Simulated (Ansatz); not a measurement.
# HfH2: further runs on the relaxed cell

One table from this session's results is given with a row withheld; the runs are named, their logs left out.

Program: Ansatz 0.2.0. Level of theory: DFT PBEsol, scalar-relativistic, plane waves, PAW. These are calculated values, not measurements.

1 further run of the same task is left out (set aside as unsound or not needed).

## The starting structure

The structure is tetragonal, space group I4/mmm (No. 139). The conventional cell has a = 3.464 Å, b = 3.464 Å, c = 4.238 Å, α = 90.00°, β = 90.00°, γ = 90.00°. Hf (site symmetry 4/mmm) has 8 H at 2.03 Å in its first shell of neighbours. H (site symmetry -4m2) is surrounded by 4 Hf at 2.03 Å.

Coordinates:

```
CELL_PARAMETERS angstrom
-1.73213 1.73213 2.11884
1.73213 -1.73213 2.11884
1.73213 1.73213 -2.11884
ATOMIC_POSITIONS crystal
Hf 0.00000 0.00000 0.00000
H 0.75000 0.25000 0.50000
H 0.25000 0.75000 0.50000
```

This cell was relaxed beforehand with the same method: volume 8.48 Å³/atom, gap on the mesh none (metal).

The first run:

Input file input.yaml:

```yaml
crystal:
  lattice:
    - [-1.7321345597, 1.7321345597, 2.1188358167]
    - [1.7321345597, -1.7321345597, 2.1188358167]
    - [1.7321345597, 1.7321345597, -2.1188358167]
  atoms:
    - { symbol: Hf, position: [0.0, 0.0, 0.0] }
    - { symbol: H, position: [0.75, 0.25, 0.5] }
    - { symbol: H, position: [0.25, 0.75, 0.5] }
basis:
  ecutwfc: 420
kpoints:
  mp_grid: { grid: [16, 16, 16] }
  band_path:
    path:
      - [[0.0, 0.0, 0.0], [0.0, 0.0, 0.5], [0.25, 0.25, 0.25], [0.0, 0.5, 0.0], [0.0, 0.0, 0.0], [0.5, 0.5, -0.5], [0.41707392, 0.58292608, -0.41707392]]
      - [[-0.41707392, 0.41707392, 0.41707392], [0.0, 0.0, 0.0]]
      - [[0.0, 0.0, 0.5], [-0.33414783, 0.33414783, 0.5]]
      - [[0.5, 0.5, -0.33414783], [0.5, 0.5, -0.5]]
    npoints: 14
hamiltonian:
  xc: pbesol
scf:
  occupations: { method: gaussian, width: 0.1 }
  n_extra_bands: 7
output:
  forces: true
  stress: true
  eigenvalues: true
  populations: true
  dos: { projected: true, de: 0.02, nscf_kmesh: { grid: [24, 24, 24] } }
  bader: true
  write_density: true
  write_potential: true
  elf: true
  volumetric_format: npy
```

Run with:

```console
$ ansatz run input.yaml --threads 1 --pin off --max-ram 2560MiB --backend cpu --events-out ev --progress --plain --runs-dir out
```

Among the steps run: Static run: bands, density of states and charges; Back to the database's cell; The cell scaled to 0.97 of its volume; The cell scaled to 1.03 of its volume; The cell scaled to 0.94 of its volume; Point at V/V0 = 1.06; Volume × 0.91; The cell scaled to 1.10 of its volume; Point at V/V0 = 0.88.

One of the session's tables, all rows but one given; the rest of the session is left out.

It belongs to the step «Equation of state». 

| volume (Å³/atom) | energy above the lowest point (meV/atom) | pressure (GPa) |
| --- | --- | --- |
| 7.459 | 70.4 | 24.54 |
| 7.713 | 37.6 | 17.00 |
| 7.968 | 15.9 | 10.51 |
| 8.222 | 3.8 | 4.88 |
| 8.476 | 0.0 | -0.02 |
| 8.730 | ? | ? |
| 8.985 | 13.3 | -7.99 |
| 9.324 | 34.8 | -12.19 |

Q: Estimate the row for volume (Å³/atom) = 8.730 from the others.

Worked estimate for «energy above the lowest point (meV/atom)». A straight line through the neighbours (8.476, 0.0) and (8.985, 13.3) gives 0.0 + (13.3 − 0.0) × (8.730 − 8.476) / (8.985 − 8.476) = 6.6; a parabola fitted to 4 rows on both sides gives 3.6.

The run gave: energy above the lowest point (meV/atom): 3.5; pressure (GPa): -4.28. In «energy above the lowest point (meV/atom)» the line misses by +3.1 and the parabola by +0.1.
